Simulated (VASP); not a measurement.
# GeSe in VASP: work function with PBEsol

Aim: the work function of GeSe with PBEsol.

All numbers are computed with VASP 6.6.1; they aren't measurements. Logs are shortened: lines on timing, memory, paths and dates and some standing lists are left out, and cuts for length are marked.

**1. The structure**

The cell holds a slab with vacuum, 16 atoms: a = 10.790 Å, b = 3.820 Å, c = 23.499 Å, α = 90.00°, β = 90.00°, γ = 90.00°.

**2. Work function, PBEsol**

INCAR reads:

```
SYSTEM = GeSe
ALGO = Normal ; DIPOL = 0.5 0.5 0.500
EDIFF = 1E-6 ; ENCUT = 520
GGA = PS ; IDIPOL = 3
ISIF = 2 ; ISMEAR = 0
KPAR = 4 ; LASPH = .TRUE.
LCHARG = .TRUE. ; LDIPOL = .TRUE.
LREAL = .FALSE. ; LVACPOTAV = .TRUE.
LVHAR = .TRUE. ; LWAVE = .FALSE.
NELM = 80 ; PREC = Accurate
SIGMA = 0.05
```

KPOINTS reads:

```
k-points
0
G
  2 6 1
  0 0 0
```

POSCAR reads:

```
GeSe                                    
1.0
   10.7900000000      0.0000000000      0.0000000000
    0.0000000000      3.8200000000      0.0000000000
    0.0000000000      0.0000000000     23.4985600000
  Ge              Se            
     8     8
Direct
     0.1170135644482294    0.7500000000000000    0.4233580926227656
     0.6177054134803991    0.7500000000000000    0.3890094177830321
     0.3910027251747050    0.2500000000000000    0.3912000502773346
     0.1177054134803991    0.7500000000000000    0.6109905822169679
     0.6170135644482294    0.7500000000000000    0.5766419073772342
     0.3763286472094486    0.2500000000000000    0.5687802707634522
     0.8763286472094490    0.2500000000000000    0.4312197292365481
     0.8910027251747049    0.2500000000000000    0.6087999497226654
     0.8453339625626175    0.7500000000000000    0.3584572505414347
     0.6401968307215117    0.2500000000000000    0.4610597322305063
     0.1666973392743114    0.2500000000000000    0.3533872729167089
     0.8457215171287776    0.7500000000000000    0.5385169135408088
     0.3457215171287772    0.7500000000000000    0.4614830864591909
     0.6666973392743111    0.2500000000000000    0.6466127270832912
     0.1401968307215121    0.2500000000000000    0.5389402677694933
     0.3453339625626172    0.7500000000000000    0.6415427494585654
```

Potentials or basis: VASP PAW PBE potentials, release 64 (Ge_d, Se).

On the command line:

```bash
cat potpaw_PBE.64/Ge_d/POTCAR potpaw_PBE.64/Se/POTCAR > POTCAR
mpirun -np 8 vasp_std > vasp.out
```

OUTCAR:

```text
SYSTEM = GeSe
   EDIFF = 1E-6
   ENCUT = 520
   GGA = PS
   ISIF = 2
   ISMEAR = 0
   LASPH = .TRUE.
   LREAL = .FALSE.
   NELM = 80
   PREC = Accurate

 ion  position               nearest neighbor table
   1  0.117  0.750  0.423-  11 2.58  11 2.58  13 2.63
   2  0.618  0.750  0.389-   9 2.56  10 2.56  10 2.56
   3  0.391  0.250  0.391-  13 2.57  13 2.57  11 2.58
   4  0.118  0.750  0.611-  16 2.56  15 2.56  15 2.56
   5  0.617  0.750  0.577-  14 2.58  14 2.58  12 2.63
   6  0.376  0.250  0.569-  16 2.59  16 2.59  15 2.64
[... 8 lines left out ...]
  15  0.140  0.250  0.539-   4 2.56   4 2.56   6 2.64
  16  0.345  0.750  0.642-   4 2.56   6 2.59   6 2.59

  LATTYP: Found a simple orthorhombic cell.
 ALAT       =     3.8200000000
 B/A-ratio  =     2.8246073298
 C/A-ratio  =     6.1514554974

  Lattice vectors:

 A1 = (   0.0000000000,  -3.8200000000,   0.0000000000)
 A2 = (  10.7900000000,   0.0000000000,   0.0000000000)
 A3 = (   0.0000000000,   0.0000000000,  23.4985600000)

Analysis of symmetry for initial positions (statically):
=====================================================================
 Subroutine PRICEL returns:
 Original cell was already a primitive cell.

 Routine SETGRP: Setting up the symmetry group for a
 simple orthorhombic supercell.

 Subroutine GETGRP returns: Found  4 space group operations
 (whereof  1 operations were pure point group operations)
 out of a pool of  8 trial point group operations.

The static configuration has the point symmetry C_1 .
 The point group associated with its full space group is C_2v.

Analysis of symmetry for dynamics (positions and initial velocities):
=====================================================================
 Subroutine PRICEL returns:
 Original cell was already a primitive cell.

 Routine SETGRP: Setting up the symmetry group for a
 simple orthorhombic supercell.

 Subroutine GETGRP returns: Found  4 space group operations
 (whereof  1 operations were pure point group operations)
 out of a pool of  8 trial point group operations.

The dynamic configuration has the point symmetry C_1 .
 The point group associated with its full space group is C_2v.

 Subroutine INISYM returns: Found  4 space group operations
 (whereof  1 operations are pure point group operations),
 and found     1 'primitive' translations

----------------------------------------------------------------------------------------

                                     Primitive cell

  volume of cell :     968.5589

  direct lattice vectors                    reciprocal lattice vectors
    10.790000000  0.000000000  0.000000000     0.092678406  0.000000000  0.000000000
     0.000000000  3.820000000  0.000000000     0.000000000  0.261780105  0.000000000
     0.000000000  0.000000000 23.498560000     0.000000000  0.000000000  0.042555799

  length of vectors
    10.790000000  3.820000000 23.498560000     0.092678406  0.261780105  0.042555799

  position of ions in fractional coordinates (direct lattice)
     0.117013564  0.750000000  0.423358093
     0.617705413  0.750000000  0.389009418
     0.391002725  0.250000000  0.391200050
     0.117705413  0.750000000  0.610990582
     0.617013564  0.750000000  0.576641907
     0.376328647  0.250000000  0.568780271
[... 8 lines left out ...]
     0.140196831  0.250000000  0.538940268
     0.345333963  0.750000000  0.641542749

  ion indices of the primitive-cell ions
   primitive index   ion index
                 1           1
                 2           2
                 3           3
                 4           4
                 5           5
                 6           6
[... 8 lines left out ...]
                15          15
                16          16

----------------------------------------------------------------------------------------

 KPOINTS: k-points

Automatic generation of k-mesh.
 Grid dimensions read from file:
 generate k-points for:    2    6    1

 Generating k-lattice:

  Cartesian coordinates                     Fractional coordinates (reciprocal lattice)
     0.046339203  0.000000000  0.000000000     0.500000000  0.000000000  0.000000000
     0.000000000  0.043630017  0.000000000     0.000000000  0.166666667  0.000000000
     0.000000000  0.000000000  0.042555799     0.000000000  0.000000000  1.000000000

  Length of vectors
     0.046339203  0.043630017  0.042555799

  Shift w.r.t. Gamma in fractional coordinates (k-lattice)
     0.000000000  0.000000000  0.000000000

 Subroutine IBZKPT returns following result:
 ===========================================

 Found      8 irreducible k-points:

 Following reciprocal coordinates:
            Coordinates               Weight
  0.000000  0.000000  0.000000      1.000000
  0.500000  0.000000  0.000000      1.000000
  0.000000  0.166667  0.000000      2.000000
  0.500000  0.166667  0.000000      2.000000
  0.000000  0.333333  0.000000      2.000000
  0.500000  0.333333  0.000000      2.000000
  0.000000  0.500000  0.000000      1.000000
  0.500000  0.500000  0.000000      1.000000
   k-points           NKPTS =      8   k-points in BZ     NKDIM =      8   number of bands    NBANDS=     96
   number of dos      NEDOS =    301   number of ions     NIONS =     16
   total plane-waves  NPLWV = 403200
   dimension x,y,z NGX =    80 NGY =   28 NGZ =  180
   dimension x,y,z NGXF=   160 NGYF=   56 NGZF=  360
   ions per type =               8   8
   NGX,Y,Z   is equivalent  to a cutoff of  12.33, 12.19, 12.73 a.u.
   NGXF,Y,Z  is equivalent  to a cutoff of  24.65, 24.37, 25.47 a.u.
 SYSTEM =  GeSe
   PREC   = accura    normal or accurate (medium, high low for compatibility)
   ISTART =      0    job   : 0-new  1-cont  2-samecut
   ICHARG =      2    charge: 1-file 2-atom 10-const
   ISPIN  =      1    spin polarized calculation?
   LNONCOLLINEAR =      F non collinear calculations
   LSORBIT =      F    spin-orbit coupling
   LASPH  =      T    aspherical Exc in radial PAW
   ENCUT  =  520.0 eV  38.22 Ry    6.18 a.u.  20.06  7.10 43.69*2*pi/ulx,y,z
   NELM   =     80;   NELMIN=  2; NELMDL= -5     # of ELM steps
   EDIFF  = 0.1E-05   stopping-criterion for ELM
   LREAL  =      F    real-space projection
[... 7 lines left out ...]
   TEBEG  =    0.0;   TEEND  =   0.0 temperature during run
   PSTRESS=    0.0 pullay stress
   NELECT =     160.0000    total number of electrons
   NUPDOWN=      -1.0000    fix difference up-down
   EMIN   =  10.00;   EMAX   =-10.00  energy-range for DOS
   EFERMI =   0.00;   METHOD = LEGACY
   ISMEAR =     0;   SIGMA  =   0.05  broadening in eV -4-tet -1-fermi 0-gaus
   EFERMI_NEDOS =   21; number of points for ismear=-14 and -15
   IALGO  =     38    algorithm
   IMIX   =      4    mixing-type and parameters
     AMIX     =   0.40;   BMIX     =  1.00
     AMIX_MAG =   1.60;   BMIX_MAG =  1.00
  volume/ion in A,a.u.               =      60.53       408.51
  Fermi-wavevector in a.u.,A,eV,Ry     =   0.898268  1.697481 10.978353  0.806886
  Thomas-Fermi vector in A             =   2.020956
   LORBIT       =      0    0 simple, 1 ext, 2 COOP (PROOUT), +10 PAW based schemes
   GGA     = PS    functional components
   LHFCALC =     F    Hartree Fock is set to
   AEXX    =    0.0000 exact exchange contribution
   IVDW    =     0    specifies the selected vdW correction
   LEPSILON=     F    determine dielectric tensor
   LRPA    =     F    only Hartree local field effects (RPA)
 non-spin polarized calculation
 Gauss-broadening in eV      SIGMA  =   0.05
  energy-cutoff  :      520.00
  volume of cell :      968.56
 maximum number of plane-waves:     26150
   NGX = 41   NGY = 15   NGZ = 87

 dipolmoment           0.000000      0.000000      0.000000 electrons x Angstroem

 number of electron     160.0000018 magnetization

 dipolmoment           0.000000      0.000000     -0.000000 electrons x Angstroem

 Free energy of the ion-electron system (eV)
  ---------------------------------------------------
  ext. energy  EPLUGINS =         0.00000000
  ---------------------------------------------------
  free energy    TOTEN  =       -72.46082383 eV

  energy without entropy =      -72.46082059  energy(sigma->0) =      -72.46082221

 E-fermi :  -1.3797     XC(G=0):  -4.2980

 val. band max:       -1.5146324127   @ k =   0.0000   0.0000   0.0000
 cond. band min:      -1.2448221443   @ k =   0.0000   0.0000   0.0000
 fundamental gap:      0.2698102684
 Fermi energy:        -1.3797272677

 k-point     1 :       0.0000    0.0000    0.0000
  band No.  band energies     occupation
      1     -26.0962      2.00000
      2     -26.0962      2.00000
      3     -26.0913      2.00000
      4     -26.0913      2.00000
      5     -26.0638      2.00000
      6     -26.0638      2.00000
[... 84 lines left out ...]
     91       1.5062      0.00000
     92       1.5583      0.00000

 k-point     2 :       0.5000    0.0000    0.0000
  band No.  band energies     occupation
      1     -26.0962      2.00000
      2     -26.0962      2.00000
      3     -26.0913      2.00000
      4     -26.0913      2.00000
      5     -26.0637      2.00000
      6     -26.0637      2.00000
[... 84 lines left out ...]
     91       1.6325      0.00000
     92       1.6325      0.00000

 k-point     3 :       0.0000    0.1667    0.0000
  band No.  band energies     occupation
      1     -26.0950      2.00000
      2     -26.0950      2.00000
      3     -26.0912      2.00000
      4     -26.0912      2.00000
      5     -26.0645      2.00000
      6     -26.0645      2.00000
[... 84 lines left out ...]
     91       1.5479      0.00000
     92       1.8354      0.00000

 k-point     4 :       0.5000    0.1667    0.0000
  band No.  band energies     occupation
      1     -26.0950      2.00000
      2     -26.0950      2.00000
      3     -26.0912      2.00000
      4     -26.0912      2.00000
      5     -26.0645      2.00000
      6     -26.0645      2.00000
[... 84 lines left out ...]
     91       1.6789      0.00000
     92       1.6789      0.00000

 k-point     5 :       0.0000    0.3333    0.0000
  band No.  band energies     occupation
      1     -26.0955      2.00000
      2     -26.0955      2.00000
      3     -26.0885      2.00000
      4     -26.0885      2.00000
      5     -26.0655      2.00000
      6     -26.0655      2.00000
[... 84 lines left out ...]
     91       2.1239      0.00000
     92       2.1390      0.00000

 k-point     6 :       0.5000    0.3333    0.0000
  band No.  band energies     occupation
      1     -26.0955      2.00000
      2     -26.0955      2.00000
      3     -26.0885      2.00000
      4     -26.0885      2.00000
      5     -26.0655      2.00000
      6     -26.0655      2.00000
[... 84 lines left out ...]
     91       1.7482      0.00000
     92       1.7482      0.00000

 k-point     7 :       0.0000    0.5000    0.0000
  band No.  band energies     occupation
      1     -26.0963      2.00000
      2     -26.0963      2.00000
      3     -26.0868      2.00000
      4     -26.0868      2.00000
      5     -26.0657      2.00000
      6     -26.0657      2.00000
[... 84 lines left out ...]
     91       1.9459      0.00000
     92       2.0140      0.00000

 k-point     8 :       0.5000    0.5000    0.0000
  band No.  band energies     occupation
      1     -26.0963      2.00000
      2     -26.0963      2.00000
      3     -26.0868      2.00000
      4     -26.0868      2.00000
      5     -26.0657      2.00000
      6     -26.0657      2.00000
[... 84 lines left out ...]
     91       1.7160      0.00000
     92       1.7160      0.00000
 [bands above 92 left out]

------------------------ aborting loop because EDIFF is reached ----------------------------------------

  FORCE on cell =-STRESS in cart. coord.  units (eV):
  Direction    XX          YY          ZZ          XY          YZ          ZX
  --------------------------------------------------------------------------------------
  -------------------------------------------------------------------------------------
  Total       -1.7011174     -1.1650935     -0.1378797      0.0000000      0.0000000      0.0000000
  in kB       -2.8139657     -1.9272822     -0.2280788      0.0000000      0.0000000      0.0000000
  external PRESSURE =      -1.6564423 kB  Pullay stress =       0.0000000 kB

 VOLUME and BASIS-vectors are now :
 -----------------------------------------------------------------------------
  energy-cutoff  :      520.00
  volume of cell :      968.56
      direct lattice vectors                 reciprocal lattice vectors
    10.790000000  0.000000000  0.000000000     0.092678406  0.000000000  0.000000000
     0.000000000  3.820000000  0.000000000     0.000000000  0.261780105  0.000000000
     0.000000000  0.000000000 23.498560000     0.000000000  0.000000000  0.042555799

 POSITION                                       TOTAL-FORCE (eV/Angst)
 -----------------------------------------------------------------------------------
      1.26258      2.86500      9.94831        -0.011502     -0.000000      0.008074
      6.66504      2.86500      9.14116         0.011976      0.000000     -0.002552
      4.21892      0.95500      9.19264         0.006562      0.000000      0.002233
      1.27004      2.86500     14.35740         0.011976      0.000000      0.002552
      6.65758      2.86500     13.55025        -0.011502     -0.000000     -0.008074
      4.06059      0.95500     13.36552        -0.000130     -0.000000      0.001635
[... 8 lines left out ...]
      1.51272      0.95500     12.66432        -0.004602     -0.000000      0.000030
      3.72615      2.86500     15.07533         0.002626     -0.000000      0.000423
 -----------------------------------------------------------------------------------
    total drift:                               -0.006292     -0.000000     -0.000013

  FREE ENERGIE OF THE ION-ELECTRON SYSTEM (eV)
  ---------------------------------------------------
  free  energy   TOTEN  =       -72.4608238295 eV

  energy  without entropy=      -72.4608205884  energy(sigma->0) =      -72.46082221

 vacuum level on the upper side and lower side of the slab         3.515         3.515
```

Run time: 2.7 min. Hardware: 8 MPI ranks of Intel Xeon 6975P-C (Granite Rapids), shared host; peak memory 0.68 GiB.

What came out:

```yaml
Free_energy: -72.4608 eV
Largest_force: 0.014 eV/Å
Band_gap_on_the_k_mesh: 0.27 eV, direct
Ionisation_potential_of_the_upper_face: 5.03 eV
```

Forces on the atoms (eV/Å):
```
Ge  -0.012  0.000  0.008
Ge   0.012  0.000 -0.003
Ge   0.007  0.000  0.002
Ge   0.012  0.000  0.003
Ge  -0.012  0.000 -0.008
Ge   0.000  0.000  0.002
Ge   0.000  0.000 -0.002
Ge   0.007  0.000 -0.002
Se   0.003  0.000  0.000
Se  -0.005  0.000  0.000
Se  -0.002  0.000  0.007
Se  -0.003  0.000  0.002
Se  -0.003  0.000 -0.002
Se  -0.002  0.000 -0.007
Se  -0.005  0.000  0.000
Se   0.003  0.000  0.000
```

Caveat: the PAW data sets were made with another functional, which shifts forces and pressure a little.
